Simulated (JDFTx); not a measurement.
# Pb under changes of volume

One of the cells (30.323 Å³/atom); the others are scaled copies at fixed shape and fractional positions:

```
CELL_PARAMETERS angstrom
0.00000 2.47502 2.47502
2.47502 0.00000 2.47502
2.47502 2.47502 0.00000
ATOMIC_POSITIONS crystal
Pb 0.00000 0.00000 0.00000
```

| Item | Value |
| --- | --- |
| Program | JDFTx 1.7.0 (patched build) |
| Functional | LDA |
| Potentials or basis | PseudoDojo-SR-LDA-0.4.1-standard |
| Cutoff | 762 eV |
| Density cutoff | 3048 eV |
| k mesh | 9 × 9 × 9 |
| Occupations | fermi-dirac, width 0.05 eV |
| Spin | no spin polarisation |

```csv
volume (Å³/atom),energy over the lowest point (meV/atom),pressure (GPa)
28.503,1.38,1.0
29.110,0.00,-0.2
29.716,2.90,-1.3
30.323,9.55,-2.2
30.929,?,?
31.535,31.99,-3.7
32.142,46.99,-4.3
```

Problem. What does the run at 30.929 Å³/atom give?

Solution. Energy over the lowest point 19.40 meV/atom; pressure -3.0 GPa.

Worked out: A Birch-Murnaghan fit of order 3 (a polynomial in V^(-2/3)) to the other rows has its minimum at 28.99 Å³/atom with B0 = V·E''(V) = 56 GPa and B' = 5.9. It gives 19.39 meV/atom at 30.929 Å³/atom, against the run's 19.40, and -dE/dV = -3.0 GPa, against -3.0.

Energies are extrapolated to zero smearing.
